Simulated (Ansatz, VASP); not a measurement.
# Two plane-wave programs on InAs

The input INCAR:

```
SYSTEM = InAs
ALGO     = Normal         ! electronic algorithm
EDIFF    = 1E-7           ! SCF threshold, eV
ENCUT    = 520            ! plane-wave cutoff, eV
GGA      = PE             ! functional
ISIF     = 2              ! what is computed and relaxed
ISMEAR   = 0              ! smearing method
LASPH    = .True.         ! aspherical terms in the spheres
LCHARG   = .False.        ! write CHGCAR
LREAL    = .False.        ! projectors in reciprocal space
LWAVE    = .False.        ! write WAVECAR
NELM     = 100            ! most SCF steps
PREC     = Accurate       ! precision mode
SIGMA    = 0.02           ! smearing width, eV
```

Contents of KPOINTS:

```
k-points
0
Gamma
  8 8 8
  0 0 0
```

File POSCAR:

```
InAs
1.0
    0.0000000000      3.0180000000      3.0180000000
    3.0180000000      0.0000000000      3.0180000000
    3.0180000000      3.0180000000      0.0000000000
In As
1 1
Direct
    0.0000000000      0.0000000000      0.0000000000
    0.7500000000      0.7500000000      0.7500000000
```

File input.yaml:

```yaml
crystal:
  lattice:
    - [0.0, 3.018, 3.018]
    - [3.018, 0.0, 3.018]
    - [3.018, 3.018, 0.0]
  atoms:
    - { symbol: In, position: [0.0, 0.0, 0.0] }
    - { symbol: As, position: [0.75, 0.75, 0.75] }
hamiltonian:
  xc: pbe
  pseudopotentials: { kind: paw }
kpoints:
  mp_grid: { grid: [8, 8, 8] }
scf:
  occupations: { method: gaussian, width: 0.02 }
output:
  forces: true
  stress: true
  eigenvalues: true
  write_density: true
  write_potential: true
  elf: true
  volumetric_format: npy
```

Alike in both runs: task single point; functional PBE; k mesh 8 × 8 × 8; occupations gaussian, width 0.02 eV; no spin polarisation.

|  | VASP | Ansatz |
| --- | --- | --- |
| version | VASP 6.6.1 | Ansatz 0.2.0 |
| potentials or method | VASP PAW PBE potentials, release 64 (In_d, As) | Ansatz PAW |
| plane-wave cutoff (eV) | 520 | 420 |
| valence electrons in the cell | 18 | 28 |

|  | VASP | Ansatz | Ansatz less VASP |
| --- | --- | --- | --- |
| gap on the k mesh at the Fermi level (eV) | none | none | - |
| pressure (GPa) | 4.4 | 4.3 | -0.07 |

A gap of «none» marks a metal or a gap that the smearing closes. The functional is the same, so the differences come from potentials, cutoffs and numerics. The two sets of potentials don't hold the same shells in valence.

Caveats: this crystal is a semiconductor, whose small gap the functional closes, so the metal is an error of the method.
